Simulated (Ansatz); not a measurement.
Space group P6_222 (No. 180). a = 4.806 Å, b = 4.806 Å, c = 6.597 Å, α = 90.00°, β = 90.00°, γ = 120.00°
```tsv
atom	site	symmetry	x	y	z
Ta	3d	222	0.5000	0.0000	0.5000
Si	6j	..2	0.1589	0.3178	0.5000
```

Equation of state of this TaSi₂ structure (not necessarily the ground state), with shape and atoms relaxed at each volume where symmetry leaves them free. It has no gap at any of these volumes. All numbers below come from DFT PBE, scalar-relativistic, plane waves, PAW (Ansatz).

Settings: cutoff 420 eV, Γ-centred mesh 12×12×6 on the computed 9-atom cell, Gaussian smearing of 0.10 eV; no spin polarisation.

```
V (Å³/atom) E − E(largest V) (meV/atom) P (GPa)
     13.782                         6.44    12.93
     14.221                       -19.22     5.95
     14.661                       -27.14     0.00
     15.101                       -19.98    -5.06
     15.541                         0.00    -9.35
```

Fit a third-order Birch–Murnaghan equation to E(V).

V0 = 14.66 Å³/atom, B0 = 183 GPa, B0' = 4.4.

Spin-orbit coupling is left out, which matters for the bands of heavy elements.